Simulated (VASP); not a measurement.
A VASP 6.6.1 relaxation on LiH

INCAR

```
LREAL = .FALSE.
PREC = Accurate
LCHARG = .FALSE.
ISMEAR = -1
NELM = 120
NBANDS = 9
LASPH = .TRUE.
NSW = 40
SIGMA = 0.02
LWAVE = .FALSE.
ENCUT = 600
EDIFF = 1E-7
BMIX = 0.0001
AMIX = 0.2
ISIF = 3
EDIFFG = -0.001
METAGGA = MS2
IBRION = 2
```

KPOINTS

```
KPOINTS created by Atomic Simulation Environment
0
Gamma
12 12 12
0 0 0
```

POSCAR

```
Li H
 1.0000000000000000
     1.9313821427000000    0.0000000000000000    0.0000000000000000
     0.0000000000000000    1.9313821427000000    0.0000000000000000
     0.0000000000000000    0.0000000000000000    1.9313821427000000
 Li  H
   1   1
Cartesian
  0.0000000000000000  0.0000000000000000  0.0000000000000000
  0.9656910713500000  0.9656910713500000  0.9656910713500000
```

The recommended PBE PAW datasets give the neutral cell 4 valence electrons.

Command

```
mpirun -np 1 vasp_std
```

Question: Predict the outcome of this run.

Answer: It converged. Results: relaxed cell vector lengths 2.395, 2.395, 2.395 Å; relaxed cell volume 13.74 Å³.

OSZICAR

```
N       E                     dE             d eps       ncg     rms          rms(c)
DAV:   1    -0.339506142701E+01   -0.33951E+01   -0.19522E+03  1633   0.464E+02
DAV:   2    -0.810725619011E+01   -0.47122E+01   -0.46889E+01  2064   0.610E+01
DAV:   3    -0.814389048173E+01   -0.36634E-01   -0.36622E-01  1754   0.435E+00
DAV:   4    -0.814393814409E+01   -0.47662E-04   -0.47658E-04  1978   0.138E-01
DAV:   5    -0.814393817374E+01   -0.29645E-07   -0.29884E-07  1705   0.221E-03    0.383E+00
DAV:   6    -0.556979220288E+01    0.25741E+01   -0.41270E-01  1727   0.524E+00    0.305E+00
DAV:   7    -0.551743968383E+01    0.52353E-01   -0.63226E-01  1785   0.493E+00    0.535E-01
DAV:   8    -0.552305601897E+01   -0.56163E-02   -0.15829E-02  1694   0.128E+00    0.455E-01
DAV:   9    -0.554238103028E+01   -0.19325E-01   -0.38206E-02  1538   0.104E+00    0.703E-01
DAV:  10    -0.552205654171E+01    0.20324E-01   -0.22472E-02  1518   0.803E-01    0.335E-02
...
DAV:   4    -0.679520922418E+01   -0.66587E-07   -0.22939E-08  1131   0.139E-03
   8 F= -.67952092E+01 E0= -.67952092E+01  d E =-.237617E-03
       N       E                     dE             d eps       ncg     rms          rms(c)
DAV:   1    -0.679521989937E+01   -0.10742E-04   -0.15953E-04  1676   0.742E-02    0.257E-02
DAV:   2    -0.679521926467E+01    0.63470E-06   -0.88761E-06  1524   0.280E-02    0.195E-02
DAV:   3    -0.679523005959E+01   -0.10795E-04   -0.90745E-06  2189   0.140E-02    0.101E-03
DAV:   4    -0.679523029300E+01   -0.23341E-06   -0.91695E-08  1605   0.279E-03    0.394E-04
DAV:   5    -0.679523248664E+01   -0.21936E-05   -0.28710E-08  1570   0.111E-03    0.523E-04
DAV:   6    -0.679523256674E+01   -0.80103E-07   -0.52917E-09   772   0.553E-04
   9 F= -.67952326E+01 E0= -.67952326E+01  d E =-.260959E-03
```

Standard output (part)

```
POSCAR found type information on POSCAR LiH
 POSCAR found :  2 types and       2 ions
 LDA part: xc-table for (None), standard interpolation
 POSCAR, INCAR and KPOINTS ok, starting setup
 WAVECAR not read
 entering main loop
 curvature:   0.00 expect dE= 0.000E+00 dE for cont linesearch  0.000E+00
 search vector abs. value=  0.137E+01
 bond charge predicted
 trial-energy change:   -0.940672  1 .order   -1.015321   -1.367997   -0.662646
 bond charge predicted
 curvature:  -0.97 expect dE=-0.112E-01 dE for cont linesearch -0.112E-01
 ZBRENT: extrapolating
 opt :   2.1595  next Energy=    -6.793326 (dE=-0.127E+01)
 bond charge predicted
 curvature:  -1.20 expect dE=-0.144E-02 dE for cont linesearch -0.144E-02
 ZBRENT: extrapolating
 opt :   2.2712  next Energy=    -6.795595 (dE=-0.127E+01)
 bond charge predicted
 curvature:  -1.76 expect dE=-0.373E-04 dE for cont linesearch -0.373E-04
 ZBRENT: extrapolating
 opt :   2.3166  next Energy=    -6.795285 (dE=-0.127E+01)
 bond charge predicted
 curvature:  -2.16 expect dE=-0.484E-03 dE for cont linesearch -0.484E-03
 ZBRENT: bracketing found
 ZBRENT: accuracy reached
 search vector abs. value=  0.224E-03
 bond charge predicted
 bond charge predicted
 curvature:  -0.55 expect dE=-0.367E-05 dE for cont linesearch -0.367E-05
 ZBRENT: increasing intervall
 opt :   1.7989  next Energy=    -6.795216 (dE=-0.245E-03)
 bond charge predicted
 curvature:  -1.04 expect dE=-0.215E-07 dE for cont linesearch -0.215E-07
...
```

```tsv
ionic step	ΔE (meV/atom)	volume (Å³)	largest force (eV/Å)	pressure (GPa)	electronic steps
1	0.0	7.20	0.000	96.69	24
2	-470.3	9.72	0.000	34.72	21
3	-628.7	12.56	0.000	5.10	17
4	-635.7	13.29	0.000	1.56	13
5	-636.6	13.68	0.000	0.20	14
6	-636.4	13.83	0.000	-0.64	9
7	-636.5	13.76	0.000	-0.17	7
8	-636.5	13.75	0.000	-0.11	4
9	-636.6	13.74	0.000	-0.01	6
```

 The volume moved far on the plane waves of the start cell, so a restart from CONTCAR is due.

For comparison, a separate PBE relaxation on usual settings, not on those above, ends at 15.69 Å³.
